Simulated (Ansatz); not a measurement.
Runs of Ansatz 0.2.0 on Ru. The structure is hexagonal, space group P6_3/mmc (No. 194). Conventional cell: a = 2.706 Å, b = 2.706 Å, c = 4.282 Å, α = 90.00°, β = 90.00°, γ = 120.00°. Around Ru (site symmetry -6m2) lie 12 Ru at 2.65 to 2.71 Å. 

```tsv
task	level	potentials or basis	cell	cutoff (eV)	gap on the mesh (eV)	pressure (GPa)	V0 of scaled cells (Å³/atom)	relaxed volume (Å³/atom)	B0 (GPa)
relaxation of cell and atoms	r2SCAN+D3(BJ)-ATM	Ansatz PAW	relaxed	500	none	0.0	-	13.42	-
equation of state	PBE	PseudoDojo stringent	as given	1143	-	-	(a)	-	312
equation of state	PBE	Ansatz PAW	as given	420	-	-	13.77	-	312
equation of state	PBE	Ansatz PAW earlier set	as given	660	-	-	13.77	-	312
equation of state	PBE	JTH PAW	as given	1800	-	-	(b)	-	310
equation of state	PBE	Ansatz PAW earlier set	as given	840	-	-	13.77	-	312
equation of state	PBE	Ansatz NC	as given	1143	-	-	13.77	-	312
relaxation of cell and atoms	r2SCAN	Ansatz PAW	relaxed	500	none	0.0	-	13.49	-
```

Alike in all rows: no spin polarisation; k mesh 11 × 11 × 6; smearing fermi-dirac 0.05 eV.

Question: Estimate the missing entries.

Answer: (a) 13.79; (b) 13.76.

Caveats: the cell was scaled at fixed shape and fractional positions, which overstates the stiffness of a crystal with free parameters, most of all of layers and chains (some runs); the plane-wave basis is chosen anew once the cell has moved, so the energies of steps on either side of that aren't comparable (some runs); the PAW data sets come from PBE, with cores solved anew for the run's functional, which leaves a small shift of forces and pressure (some runs); pairwise dispersion overbinds metals, which lowers pressure and volume (some runs).

A k mesh can miss the band edges, and the runs leave out spin-orbit coupling on Ru.

A gap of «none» marks a metal or a gap under the smearing width.
